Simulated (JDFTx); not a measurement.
Fe: equation of state with PBEsol

The system is Fe.

```xyz
1
Lattice="-1.4430 1.4430 1.4430 1.4430 -1.4430 1.4430 1.4430 1.4430 -1.4430" Properties=species:S:1:pos:R:3 pbc="T T T"
Fe    0.0000    0.0000    0.0000
```

- Program: JDFTx 1.7.0 (patched build)
- Task: equation of state
- Functional: PBEsol
- Potentials or basis: PseudoDojo-SR-PBEsol-0.4.1-standard
- Cutoff: 1225 eV
- Density cutoff: 4898 eV
- k mesh: 13 × 13 × 13
- Occupations: fermi-dirac, width 0.05 eV
- Spin: collinear spin, ferromagnetic start
- Starting moments: [3.0] μB
- Density cutoff over wavefunction cutoff: 4
- Max SCF steps: 100
- SCF threshold on the energy: 1e-09 Ha
- Solver of the electrons: scf

```yaml
Equilibrium_volume: "10.82 Å³/atom (rough: see the caveat)"
Bulk_modulus: 232 GPa (rough)
```

Energy against volume, from the lowest point:
```tsv
volume (Å³/atom)	energy (meV/atom)
11.298	0.00
11.538	14.66
11.778	33.22
12.019	55.01
12.259	78.79
12.499	103.46
12.740	130.07
```

Caveat: the minimum lies outside the volumes run; the fit is doubtful: noisy points or a state that changes with volume.
